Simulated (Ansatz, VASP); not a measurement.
**Two plane-wave programs on Re**

```xyz
4
Lattice="2.7868 0.0000 0.0000 -1.3934 2.4135 0.0000 0.0000 0.0000 8.9847" Properties=species:S:1:pos:R:3 pbc="T T T"
Re   -1.3934    2.4135    8.9847
Re   -1.3934    2.4135    4.4924
Re    0.0000    1.6090    2.2462
Re    1.3934    0.8045    6.7385
```

Alike in both runs: task single point; functional RPBE; k mesh 15 × 15 × 4; occupations fermi-dirac, width 0.1 eV; no spin polarisation.

|  | VASP | Ansatz |
| --- | --- | --- |
| version | VASP 6.6.1 | Ansatz 0.2.0 |
| potentials or method | VASP PAW PBE potentials, release 64 (Re) | plane waves (420 eV) with PAW, scalar-relativistic |
| plane-wave cutoff (eV) | 520 | 420 |
| valence electrons in the cell | 28 | 60 |

Ansatz gave:

```
pressure (GPa)                                  : 0.1
largest component of the traceless stress (GPa) : 0.16
```

Q: Estimate VASP's values.

A: Pressure (GPa): -0.6; largest component of the traceless stress (GPa): 0.08.

The two sets of potentials don't hold the same shells in valence.

Caveats: the PAW data sets were made with another functional, which shifts forces and pressure a little (VASP). Spin-orbit coupling is left out, which matters for the levels of Re.
